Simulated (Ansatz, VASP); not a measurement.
# One calculation of In, two programs

INCAR

```
PREC = Accurate ; ENCUT = 520
EDIFF = 1E-6 ; ISMEAR = 0
SIGMA = 0.1 ; LREAL = F
LASPH = T ; NELM = 100
ALGO = Fast ; ISIF = 2
LWAVE = F ; LCHARG = F
GGA = PS ; NBANDS = 26
```

File KPOINTS:

```
regular mesh
0
Gamma
  6 6 4
```

POSCAR

```
In
1.0
    4.3480247748      0.0000000000      0.0000000000
   -2.1740123874      3.7654999113      0.0000000000
    0.0000000000      0.0000000000      4.9329796565
In
3
Direct
    0.2254000000      0.0000000000      0.3333333333
    0.0000000000      0.2254000000      0.6666666667
    0.7746000000      0.7746000000      0.0000000000
```

Input for Ansatz:

```yaml
crystal:
  lattice:
    - [4.3480247748, 0.0, 0.0]
    - [-2.1740123874, 3.7654999113, 0.0]
    - [0.0, 0.0, 4.9329796565]
  atoms:
    - { symbol: In, position: [0.2254, 0.0, 0.3333333333] }
    - { symbol: In, position: [0.0, 0.2254, 0.6666666667] }
    - { symbol: In, position: [0.7746, 0.7746, 0.0] }
basis:
  ecutwfc: 420
kpoints:
  mp_grid: { grid: [6, 6, 4] }
hamiltonian:
  xc: pbesol
scf:
  occupations: { method: gaussian, width: 0.1 }
  lower_state_search: "off"
output:
  forces: true
  stress: true
  eigenvalues: true
```

Alike in both runs: task single point; functional PBEsol; k mesh 6 × 6 × 4; occupations gaussian, width 0.1 eV; no spin polarisation.

|  | VASP | Ansatz |
| --- | --- | --- |
| version | VASP 6.6.1 | Ansatz 0.2.0 |
| potentials or method | VASP PAW PBE potentials, release 64 (In_d) | scalar-relativistic, plane waves, PAW |
| plane-wave cutoff (eV) | 520 | 420 |
| valence electrons in the cell | 39 | 39 |

VASP gave:

| Item | Value |
| --- | --- |
| gap on the k mesh at the Fermi level (eV) | none |
| pressure (GPa) | 18.6 |
| largest component of the traceless stress (GPa) | 14.12 |
| rms of the force components (eV/Å) | 3.650 |

Problem. Estimate Ansatz's values.

Solution. gap on the k mesh at the Fermi level (eV): none; pressure (GPa): 18.4; largest component of the traceless stress (GPa): 14.02; rms of the force components (eV/Å): 3.624.

Atom by atom the forces differ by 0.025 eV/Å (rms over components). A gap of «none» marks a metal or a gap that the smearing closes. With one functional, cell and mesh, what is left measures potentials, basis and numerics.

Caveats: so large a pressure means that the cell lies far from this level's equilibrium, or that cutoff or potentials fall short (VASP); the potentials were made for another functional, which shifts forces and pressure (VASP).
